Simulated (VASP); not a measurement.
# CdTe (F-43m) in VASP: a series of runs, part 2 of 2

VASP 6.6.1. The steps go on from the part before.

## Step 6: Single point, PBE, spin-orbit coupling, no magnetisation

Contents of INCAR:

```
SYSTEM = CdTe
ALGO = Normal
EDIFF = 1E-7
ENCUT = 400
GGA = PE
GGA_COMPAT = .False.
ISIF = 2
ISMEAR = 0
LASPH = .False.
LCHARG = .False.
LORBIT = 11
LREAL = .False.
LSORBIT = .True.
LWAVE = .False.
MAGMOM = 0 0 0 0 0 0
NBANDS = 34
NELM = 100
PREC = Accurate
SIGMA = 0.02
```

Contents of KPOINTS:

```
k-points
0
Gamma
  6 6 6
  0 0 0
```

Contents of POSCAR:

```
CdTe
1.0
    0.0000000000      3.2050000000      3.2050000000
    3.2050000000      0.0000000000      3.2050000000
    3.2050000000      3.2050000000      0.0000000000
Te Cd
1 1
Direct
    0.7500000000      0.7500000000      0.7500000000
    0.0000000000      0.0000000000      0.0000000000
```

Potentials or basis: VASP PAW PBE potentials, release 64 (Te, Cd).

The run is started by

```console
$ cat potpaw_PBE.64/Te/POTCAR potpaw_PBE.64/Cd/POTCAR > POTCAR
$ mpirun -np 1 vasp_ncl > vasp.out
```

OUTCAR:

```text
SYSTEM = CdTe
   EDIFF = 1E-7
   ENCUT = 400
   GGA = PE
   ISIF = 2
   ISMEAR = 0
   LASPH = .False.
   LORBIT = 11
   LREAL = .False.
   LSORBIT = .True.
   NELM = 100
   PREC = Accurate

 Found     22 irreducible k-points:

 Following reciprocal coordinates:
            Coordinates               Weight
  0.000000  0.000000  0.000000      1.000000
  0.166667  0.000000  0.000000      4.000000
 -0.166667  0.000000  0.000000      4.000000
  0.333333  0.000000  0.000000      4.000000
 -0.333333  0.000000  0.000000      4.000000
  0.500000  0.000000  0.000000      4.000000
   k-points           NKPTS =     22   k-points in BZ     NKDIM =     22   number of bands    NBANDS=     34
   number of dos      NEDOS =    301   number of ions     NIONS =      2
   total plane-waves  NPLWV =  27000
   dimension x,y,z NGX =    30 NGY =   30 NGZ =   30
   dimension x,y,z NGXF=    60 NGYF=   60 NGZF=   60
   ions per type =               1   1
   NGX,Y,Z   is equivalent  to a cutoff of  11.00, 11.00, 11.00 a.u.
   NGXF,Y,Z  is equivalent  to a cutoff of  22.01, 22.01, 22.01 a.u.
 SYSTEM =  CdTe
   PREC   = accura    normal or accurate (medium, high low for compatibility)
   ISTART =      0    job   : 0-new  1-cont  2-samecut
   ICHARG =      2    charge: 1-file 2-atom 10-const
   ISPIN  =      1    spin polarized calculation?
   LNONCOLLINEAR =      T non collinear calculations
   LSORBIT =      T    spin-orbit coupling
   LASPH  =      F    aspherical Exc in radial PAW
   ENCUT  =  400.0 eV  29.40 Ry    5.42 a.u.   7.39  7.39  7.39*2*pi/ulx,y,z
   NELM   =    100;   NELMIN=  2; NELMDL= -5     # of ELM steps
   EDIFF  = 0.1E-06   stopping-criterion for ELM
   LREAL  =      F    real-space projection
   EDIFFG = 0.1E-05   stopping-criterion for IOM
   NSW    =      0    number of steps for IOM
   IBRION =     -1    ionic relax: 0-MD 1-quasi-New 2-CG
   NFREE  =      0    steps in history (QN), initial steepest desc. (CG)
   ISIF   =      2    stress and relaxation
   ISYM   =      2    0-nonsym 1-usesym 2-fastsym
   POTIM  = 0.5000    time-step for ionic-motion
   TEBEG  =    0.0;   TEEND  =   0.0 temperature during run
   PSTRESS=    0.0 pullay stress
   NELECT =      18.0000    total number of electrons
   NUPDOWN=      -1.0000    fix difference up-down
   EMIN   =  10.00;   EMAX   =-10.00  energy-range for DOS
   EFERMI =   0.00;   METHOD = LEGACY
   ISMEAR =     0;   SIGMA  =   0.02  broadening in eV -4-tet -1-fermi 0-gaus
   EFERMI_NEDOS =   21; number of points for ismear=-14 and -15
   IALGO  =     38    algorithm
   IMIX   =      4    mixing-type and parameters
     AMIX     =   0.40;   BMIX     =  1.00
     AMIX_MAG =   1.60;   BMIX_MAG =  1.00
  volume/ion in A,a.u.               =      32.92       222.17
  Fermi-wavevector in a.u.,A,eV,Ry     =   1.062497  2.007828 15.359610  1.128899
  Thomas-Fermi vector in A             =   2.197950
   LORBIT       =     11    0 simple, 1 ext, 2 COOP (PROOUT), +10 PAW based schemes
   GGA     = PE    functional components
   LHFCALC =     F    Hartree Fock is set to
   AEXX    =    0.0000 exact exchange contribution
   IVDW    =     0    specifies the selected vdW correction
   LEPSILON=     F    determine dielectric tensor
   LRPA    =     F    only Hartree local field effects (RPA)
 Gauss-broadening in eV      SIGMA  =   0.02
  energy-cutoff  :      400.00
  volume of cell :       65.84
 maximum number of plane-waves:      2486
 NGX is ok and might be reduce to    30
   NGX = 15   NGY = 15   NGZ = 15

 number of electron      18.0000011 magnetization       0.0000000     -0.0000000      0.0000000

 number of electron      18.0000011 magnetization       0.0000000      0.0000000      0.0000000

 number of electron      18.0000011 magnetization      -0.0000000      0.0000000     -0.0000000

 Free energy of the ion-electron system (eV)
  ---------------------------------------------------
  ext. energy  EPLUGINS =         0.00000000
  ---------------------------------------------------
  free energy    TOTEN  =        -4.84365315 eV

  energy without entropy =       -4.84365315  energy(sigma->0) =       -4.84365315

 E-fermi :   3.0772     XC(G=0):  -8.7302

 val. band max:        2.9322963572   @ k =   0.0000   0.0000   0.0000
 cond. band min:       3.5310372880   @ k =   0.0000   0.0000   0.0000
 fundamental gap:      0.5987409308
 Fermi energy:         3.0772054694

 k-point     1 :       0.0000    0.0000    0.0000
  band No.  band energies     occupation
      1      -8.7034      1.00000
      2      -8.7034      1.00000
      3      -6.0548      1.00000
      4      -6.0548      1.00000
      5      -6.0548      1.00000
      6      -6.0548      1.00000
[... 187 lines left out ...]
     29      12.9501      0.00000
     30      12.9501      0.00000

 [... further k-points ...]

 [bands above 30 left out]

------------------------ aborting loop because EDIFF is reached ----------------------------------------

  FORCE on cell =-STRESS in cart. coord.  units (eV):
  Direction    XX          YY          ZZ          XY          YZ          ZX
  --------------------------------------------------------------------------------------
  -------------------------------------------------------------------------------------
  Total        1.6977114      1.6977114      1.6977114     -0.0000000     -0.0000000      0.0000000
  in kB       41.3104902     41.3104902     41.3104902     -0.0000000     -0.0000000      0.0000000
  external PRESSURE =      41.3104902 kB  Pullay stress =       0.0000000 kB

 VOLUME and BASIS-vectors are now :
 -----------------------------------------------------------------------------
  energy-cutoff  :      400.00
  volume of cell :       65.84
      direct lattice vectors                 reciprocal lattice vectors
     0.000000000  3.205000000  3.205000000    -0.156006240  0.156006240  0.156006240
     3.205000000  0.000000000  3.205000000     0.156006240 -0.156006240  0.156006240
     3.205000000  3.205000000  0.000000000     0.156006240  0.156006240 -0.156006240

 POSITION                                       TOTAL-FORCE (eV/Angst)
 -----------------------------------------------------------------------------------
      4.80750      4.80750      4.80750        -0.000000     -0.000000     -0.000000
      0.00000      0.00000      0.00000         0.000000      0.000000      0.000000
 -----------------------------------------------------------------------------------
    total drift:                               -0.000000     -0.000000     -0.000000

  FREE ENERGIE OF THE ION-ELECTRON SYSTEM (eV)
  ---------------------------------------------------
  free  energy   TOTEN  =        -4.8436531471 eV

  energy  without entropy=       -4.8436531471  energy(sigma->0) =       -4.84365315

 Spin-Orbit-Coupling matrix elements

 Ion:    1  E_soc:     -0.1919237
 l=   1
     0.0000000    -0.0319064    -0.0319064
    -0.0319064     0.0000000    -0.0319064
    -0.0319064    -0.0319064     0.0000000
 l=   2
     0.0000000    -0.0000319     0.0000000    -0.0000319    -0.0000490
    -0.0000319     0.0000000    -0.0000367    -0.0000319    -0.0000122
     0.0000000    -0.0000367     0.0000000    -0.0000367     0.0000000
    -0.0000319    -0.0000319    -0.0000367     0.0000000    -0.0000122
    -0.0000490    -0.0000122     0.0000000    -0.0000122     0.0000000
 l=   3
     0.0000000     0.0000000     0.0000000     0.0000000     0.0000000     0.0000000     0.0000000
     0.0000000     0.0000000     0.0000000     0.0000000     0.0000000     0.0000000     0.0000000
     0.0000000     0.0000000     0.0000000     0.0000000     0.0000000     0.0000000     0.0000000
     0.0000000     0.0000000     0.0000000     0.0000000     0.0000000     0.0000000     0.0000000
     0.0000000     0.0000000     0.0000000     0.0000000     0.0000000     0.0000000     0.0000000
     0.0000000     0.0000000     0.0000000     0.0000000     0.0000000     0.0000000     0.0000000
     0.0000000     0.0000000     0.0000000     0.0000000     0.0000000     0.0000000     0.0000000

 Ion:    2  E_soc:     -0.0618496
 l=   1
     0.0000000    -0.0033155    -0.0033155
    -0.0033155     0.0000000    -0.0033155
    -0.0033155    -0.0033155     0.0000000
 l=   2
     0.0000000    -0.0014094     0.0000000    -0.0014094    -0.0055833
    -0.0014094     0.0000000    -0.0041875    -0.0014094    -0.0013958
     0.0000000    -0.0041875     0.0000000    -0.0041875     0.0000000
    -0.0014094    -0.0014094    -0.0041875     0.0000000    -0.0013958
    -0.0055833    -0.0013958     0.0000000    -0.0013958     0.0000000
 l=   3
     0.0000000     0.0000000     0.0000000     0.0000000     0.0000000     0.0000000     0.0000000
     0.0000000     0.0000000     0.0000000     0.0000000     0.0000000     0.0000000     0.0000000
     0.0000000     0.0000000     0.0000000     0.0000000     0.0000000     0.0000000     0.0000000
     0.0000000     0.0000000     0.0000000     0.0000000     0.0000000     0.0000000     0.0000000
     0.0000000     0.0000000     0.0000000     0.0000000     0.0000000     0.0000000     0.0000000
     0.0000000     0.0000000     0.0000000     0.0000000     0.0000000     0.0000000     0.0000000
     0.0000000     0.0000000     0.0000000     0.0000000     0.0000000     0.0000000     0.0000000

 total charge

# of ion       s       p       d       tot
------------------------------------------
    1        1.349   2.080   0.024   3.452
    2        0.477   0.338   9.527  10.342
--------------------------------------------------
tot          1.825   2.419   9.550  13.794

 magnetization (x)

# of ion       s       p       d       tot
------------------------------------------
    1        0.000   0.000  -0.000   0.000
    2        0.000   0.000  -0.000   0.000
--------------------------------------------------
tot          0.000   0.000  -0.000   0.000

 magnetization (y)

# of ion       s       p       d       tot
------------------------------------------
    1        0.000  -0.000  -0.000  -0.000
    2       -0.000   0.000  -0.000  -0.000
--------------------------------------------------
tot         -0.000  -0.000  -0.000  -0.000

 magnetization (z)

# of ion       s       p       d       tot
------------------------------------------
    1       -0.000   0.000  -0.000  -0.000
    2       -0.000   0.000  -0.000   0.000
--------------------------------------------------
tot         -0.000   0.000  -0.000   0.000
```

OSZICAR:

```text
N       E                     dE             d eps       ncg     rms          rms(c)
DAV:   1     0.974150797635E+02    0.97415E+02   -0.69228E+03  1520   0.752E+02
DAV:   2    -0.791460430561E+00   -0.98207E+02   -0.94090E+02  1708   0.220E+02
DAV:   3    -0.502923440201E+01   -0.42378E+01   -0.42164E+01  1726   0.466E+01
DAV:   4    -0.507758663643E+01   -0.48352E-01   -0.48344E-01  1886   0.439E+00
DAV:   5    -0.507814070541E+01   -0.55407E-03   -0.55406E-03  1708   0.454E-01    0.668E+00
DAV:   6    -0.485791147601E+01    0.22023E+00   -0.30952E-01  1652   0.714E+00    0.516E+00
DAV:   7    -0.484240036474E+01    0.15511E-01   -0.12538E-01  1696   0.212E+00    0.249E+00
DAV:   8    -0.484333515164E+01   -0.93479E-03   -0.96521E-03  1602   0.859E-01    0.102E+00
DAV:   9    -0.484338896936E+01   -0.53818E-04   -0.50122E-04  1778   0.210E-01    0.354E-01
DAV:  10    -0.484360994262E+01   -0.22097E-03   -0.49847E-04  1626   0.175E-01    0.635E-02
DAV:  11    -0.484362996118E+01   -0.20019E-04   -0.29193E-05  1768   0.576E-02    0.263E-02
DAV:  12    -0.484365087053E+01   -0.20909E-04   -0.24489E-05  1592   0.261E-02    0.138E-02
DAV:  13    -0.484365284273E+01   -0.19722E-05   -0.95976E-07  1864   0.718E-03    0.618E-03
DAV:  14    -0.484365338491E+01   -0.54218E-06   -0.44057E-07  1608   0.327E-03    0.410E-03
DAV:  15    -0.484365309909E+01    0.28582E-06   -0.26422E-07  1478   0.276E-03    0.193E-03
DAV:  16    -0.484365314713E+01   -0.48033E-07   -0.15388E-08  1150   0.680E-04
   1 F= -.48436531E+01 E0= -.48436531E+01  d E =-.165971E-26  mag=     0.0000     0.0000     0.0000
```

Run time: 2.3 min. Hardware: 1 thread of AMD EPYC 7R43 (Zen 3), shared host; peak memory 0.26 GiB.

These settings aren't checked as converged: the numbers below hold their error.

Results:

```
Free energy                                           : -4.8437 eV
Pressure                                              : 4.1 GPa
Valence electrons inside the program's atomic spheres : Te 3.45; Cd 10.34
```
